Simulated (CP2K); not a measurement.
# MgO (Fm-3m) in CP2K: further runs, part 2 of 2

CP2K 2026.2. The steps go on from the part before.

## 4. Band structure, PBEsol

The input, mgo_bands.inp:

```
&GLOBAL
  PROJECT mgo_bands
  RUN_TYPE ENERGY_FORCE
  PRINT_LEVEL LOW
&END GLOBAL
&FORCE_EVAL
  METHOD QS
  STRESS_TENSOR ANALYTICAL
  &DFT
    BASIS_SET_FILE_NAME BASIS_MOLOPT_UZH
    POTENTIAL_FILE_NAME POTENTIAL_UZH
    &MGRID
      CUTOFF 1400
      REL_CUTOFF 60
      NGRIDS 5
    &END MGRID
    &QS
      METHOD GPW
      EPS_DEFAULT 1.0E-9
    &END QS
    &KPOINTS
      SCHEME MONKHORST-PACK 11 11 11
      GAMMA_CENTERED T
      SYMMETRY T
      SYMMETRY_BACKEND SPGLIB
    &END KPOINTS
    &SCF
      SCF_GUESS ATOMIC
      EPS_SCF 1.0E-6
      MAX_SCF 100
      ADDED_MOS 10
      CHOLESKY OFF
      EPS_EIGVAL 1.0E-7
      &DIAGONALIZATION ON
        ALGORITHM STANDARD
      &END DIAGONALIZATION
      &MIXING ON
        METHOD BROYDEN_MIXING
        ALPHA 0.4
        BETA 1.5
        NBUFFER 8
      &END MIXING
      &SMEAR ON
        METHOD FERMI_DIRAC
        ELECTRONIC_TEMPERATURE 116.05
      &END SMEAR
    &END SCF
    &XC
      &XC_FUNCTIONAL
        &GGA_X_PBE_SOL
        &END GGA_X_PBE_SOL
        &GGA_C_PBE_SOL
        &END GGA_C_PBE_SOL
      &END XC_FUNCTIONAL
    &END XC
    &PRINT
      &KPOINTS ON
      &END KPOINTS
      &MULLIKEN ON
      &END MULLIKEN
      &MO ON
        ENERGIES T
        OCCUPATION_NUMBERS T
        &EACH
          QS_SCF 0
        &END EACH
        ADD_LAST NUMERIC
      &END MO
      &BAND_STRUCTURE
        FILE_NAME bands.bs
        ADDED_MOS 6
        &KPOINT_SET
          UNITS B_VECTOR
          NPOINTS 8
          SPECIAL_POINT GAMMA 0.00000000 0.00000000 0.00000000
          SPECIAL_POINT X 0.50000000 0.00000000 0.50000000
          SPECIAL_POINT W 0.50000000 0.25000000 0.75000000
          SPECIAL_POINT K 0.37500000 0.37500000 0.75000000
          SPECIAL_POINT GAMMA 0.00000000 0.00000000 0.00000000
          SPECIAL_POINT L 0.50000000 0.50000000 0.50000000
          SPECIAL_POINT U 0.62500000 0.25000000 0.62500000
          SPECIAL_POINT W 0.50000000 0.25000000 0.75000000
          SPECIAL_POINT L 0.50000000 0.50000000 0.50000000
          SPECIAL_POINT K 0.37500000 0.37500000 0.75000000
        &END KPOINT_SET
        &KPOINT_SET
          UNITS B_VECTOR
          NPOINTS 8
          SPECIAL_POINT U 0.62500000 0.25000000 0.62500000
          SPECIAL_POINT X 0.50000000 0.00000000 0.50000000
        &END KPOINT_SET
      &END BAND_STRUCTURE
    &END PRINT
  &END DFT
  &SUBSYS
    &CELL
      ABC 2.9656078099 2.9656078098 2.9656078098
      ALPHA_BETA_GAMMA 59.9999999996 60.0000000004 60.0000000005
      PERIODIC XYZ
    &END CELL
    &COORD
      SCALED
      Mg  0.0000000000 0.0000000000 0.0000000000
      O   0.5000000000 0.5000000000 0.5000000000
    &END COORD
    &KIND Mg
      BASIS_SET TZVP-MOLOPT-PBE-GTH-q10
      POTENTIAL GTH-PBE-q10
    &END KIND
    &KIND O
      BASIS_SET TZVP-MOLOPT-PBE-GTH-q6
      POTENTIAL GTH-PBE-q6
    &END KIND
    &PRINT
      &ATOMIC_COORDINATES ON
      &END ATOMIC_COORDINATES
      &CELL ON
      &END CELL
      &SYMMETRY ON
      &END SYMMETRY
    &END PRINT
  &END SUBSYS
  &PRINT
    &FORCES ON
    &END FORCES
    &STRESS_TENSOR ON
    &END STRESS_TENSOR
  &END PRINT
&END FORCE_EVAL
```

Potentials or basis: POTENTIAL_UZH Mg GTH-PBE-q10, O GTH-PBE-q6; TZVP-MOLOPT-PBE-GTH basis.

Run with:

```bash
> OMP_NUM_THREADS=2 cp2k.psmp -i mgo_bands.inp -o mgo_bands.out
```

mgo_bands.out:

```text

 CP2K| version string:                                       CP2K version 2026.2
 CP2K| Input file name                                             mgo_bands.inp

 GLOBAL| Force Environment number                                              1
 GLOBAL| Basis set file name                                    BASIS_MOLOPT_UZH
 GLOBAL| Potential file name                                       POTENTIAL_UZH
 GLOBAL| MM Potential file name                                     MM_POTENTIAL
 GLOBAL| Coordinate file name                                      __STD_INPUT__
 GLOBAL| Method name                                                        CP2K
 GLOBAL| Project name                                                  mgo_bands
 GLOBAL| Run type                                                   ENERGY_FORCE
 GLOBAL| FFT library                                                       FFTW3
[... 5 lines left out ...]
 GLOBAL| Global print level                                                  LOW
 GLOBAL| Total number of message passing processes                             1
 GLOBAL| Number of threads for this process                                    2
 GLOBAL| CPU model name                                                  UNKNOWN
[... 557 lines left out ...]
 KPOINTS| Number of k-points in set    2                                       9
 KPOINTS| In units of b-vector [2pi/Bohr]
 KPOINTS| Special point     1           U     0.625000     0.250000     0.625000
 KPOINTS| Special point     2           X     0.500000     0.000000     0.500000

 ENERGY| Total FORCE_EVAL ( QS ) energy [hartree]            -79.284582455904584

 FORCES| Atomic forces [hartree/bohr]
 FORCES|   Atom     x               y               z               |f|
 FORCES|      1  2.63365485E-14 -6.80510080E-15  3.43779529E-14   4.38379611E-14
 FORCES|      2 -1.47096138E-14  9.32373966E-15  2.51348482E-15   1.75960923E-14
 FORCES| Sum     1.16269348E-14  2.51863886E-15  3.68914377E-14
 FORCES| Total atomic force                                       3.87621894E-14

 STRESS| Analytical stress tensor [bar]
 STRESS|                        x                   y                   z
 STRESS|      x        7.03180537895E+04   3.22970125657E+01   2.30003317057E+01
 STRESS|      y        3.22970125657E+01   7.02878942300E+04   1.29731307153E+01
 STRESS|      z        2.30003317057E+01   1.29731307153E+01   7.02743763752E+04
 STRESS| 1/3 Trace                                             7.02934414649E+04
 STRESS| Determinant                                           3.47331540013E+14

 STRESS| Eigenvectors and eigenvalues of the analytical stress tensor [bar]
 STRESS|                        1                   2                   3
 STRESS| Eigenvalues   7.02643475396E+04   7.02679187379E+04   7.03480581171E+04
 STRESS|      x          -0.476384716324     -0.370602614108      0.797315059728
 STRESS|      y           0.179161817823      0.846883275586      0.500689285453
 STRESS|      z           0.860789547501     -0.381369138696      0.337044410966
```

It took 27 s on 2 threads of Arm Neoverse V1, shared host; peak memory 0.41 GiB.

What came out:

* Free energy: -2157.4432 eV
* Pressure: 7.0 GPa
* Band gap on the k mesh: 4.68 eV, direct
* Band gap along the path: 4.68 eV, direct
* Mulliken charges: Mg +1.96; O -1.96 e

Levels at the corners of the path, in eV from the valence-band top:
| point | band 5 | band 6 | band 7 | band 8 | band 9 | band 10 | band 11 | band 12 |
| --- | --- | --- | --- | --- | --- | --- | --- | --- |
| Γ | -17.34 | 0.00 | 0.00 | 0.00 | 4.68 | 24.80 | 24.80 | 24.80 |
| X | -15.70 | -4.22 | -1.39 | -1.39 | 10.00 | 13.26 | 19.26 | 19.26 |
| W | -15.63 | -3.05 | -3.05 | -1.80 | 12.42 | 13.32 | 13.32 | 15.78 |
| K | -15.67 | -3.61 | -2.77 | -1.15 | 11.64 | 12.96 | 13.09 | 18.46 |
| Γ | -17.34 | 0.00 | 0.00 | 0.00 | 4.68 | 24.80 | 24.80 | 24.80 |
| L | -15.94 | -4.72 | -0.62 | -0.62 | 7.94 | 12.96 | 16.98 | 16.98 |
| U | -15.67 | -3.61 | -2.77 | -1.15 | 11.63 | 12.96 | 13.09 | 18.46 |
| W | -15.63 | -3.05 | -3.05 | -1.80 | 12.42 | 13.32 | 13.32 | 15.78 |
| L | -15.94 | -4.72 | -0.62 | -0.62 | 7.94 | 12.96 | 16.98 | 16.98 |
| K | -15.67 | -3.61 | -2.77 | -1.15 | 11.64 | 12.96 | 13.09 | 18.46 |
| U | -15.67 | -3.61 | -2.77 | -1.15 | 11.63 | 12.96 | 13.09 | 18.46 |
| X | -15.70 | -4.22 | -1.39 | -1.39 | 10.00 | 13.26 | 19.26 | 19.26 |

Caveat: Mulliken charges move with the basis; the potentials were made for another functional, which shifts forces and pressure; the basis of atomic orbitals isn't converged, which shifts pressures, moduli and gaps.

## 5. Overview

| level | potentials or basis | smearing | EPS_DEFAULT | points a segment of the path (NPOINTS) | bands added on the path | gap on the mesh (eV) | pressure (GPa) |
| --- | --- | --- | --- | --- | --- | --- | --- |
| PBE | POTENTIAL_UZH Mg GTH-PBE-q10, O GTH-PBE-q6; TZVP-MOLOPT-PBE-GTH basis | fermi-dirac 0.05 eV | 1.0E-9 | 8 | 4 | 4.82 | 10.9 |
| LDA | GTH_POTENTIALS Mg GTH-PADE-q10, O GTH-PADE-q6; TZVP-MOLOPT-PBE-GTH basis | fermi-dirac 0.05 eV | 1.0E-10 | 6 | 6 | 4.73 | 0.3 |
| PBEsol | POTENTIAL_UZH Mg GTH-PBE-q10, O GTH-PBE-q6; TZVP-MOLOPT-PBE-GTH basis | fermi-dirac 0.01 eV | 1.0E-9 | 8 | 6 | 4.68 | 7.0 |

Alike in all rows: task band structure; no spin polarisation; cell as given; k mesh 11 × 11 × 11.

Caveats: the basis of atomic orbitals isn't converged, which shifts pressures, moduli and gaps; the potentials were made for another functional, which shifts forces and pressure (some runs).

Absolute energies hang on the potentials; compare differences alone.

## 6. How close it comes

Step 2. Measured gap of MgO: 7.83 eV (quoted in “Electronic structure of alkaline earth and post-transition metal oxides”, 2009, arxiv:0908.1581). This calculation gives 4.82 eV (-3.01 eV). The value is that of PBE in an atomic basis (POTENTIAL_UZH Mg GTH-PBE-q10, O GTH-PBE-q6; TZVP-MOLOPT-PBE-GTH basis), whose error adds to the functional's,, without temperature or zero-point motion. Semilocal functionals fall short of measured gaps as a rule. The cell is a database's relaxed one, not the measured one, which moves gaps too.

Step 3. Against the measured gap of MgO, 7.83 eV (quoted in “Electronic structure of alkaline earth and post-transition metal oxides”, 2009, arxiv:0908.1581), the calculated 4.73 eV is off by -3.10 eV. The value is that of LDA in an atomic basis (GTH_POTENTIALS Mg GTH-PADE-q10, O GTH-PADE-q6; TZVP-MOLOPT-PBE-GTH basis), whose error adds to the functional's,, without temperature or zero-point motion. Semilocal functionals fall short of measured gaps as a rule. The cell is a database's relaxed one, not the measured one, which moves gaps too.

Step 4. Measured gap of MgO: 7.83 eV (quoted in “Electronic structure of alkaline earth and post-transition metal oxides”, 2009, arxiv:0908.1581). This calculation gives 4.68 eV (-3.15 eV). The value is that of PBEsol in an atomic basis (POTENTIAL_UZH Mg GTH-PBE-q10, O GTH-PBE-q6; TZVP-MOLOPT-PBE-GTH basis), whose error adds to the functional's,, without temperature or zero-point motion. Semilocal functionals fall short of measured gaps as a rule. The cell is a database's relaxed one, not the measured one, which moves gaps too.
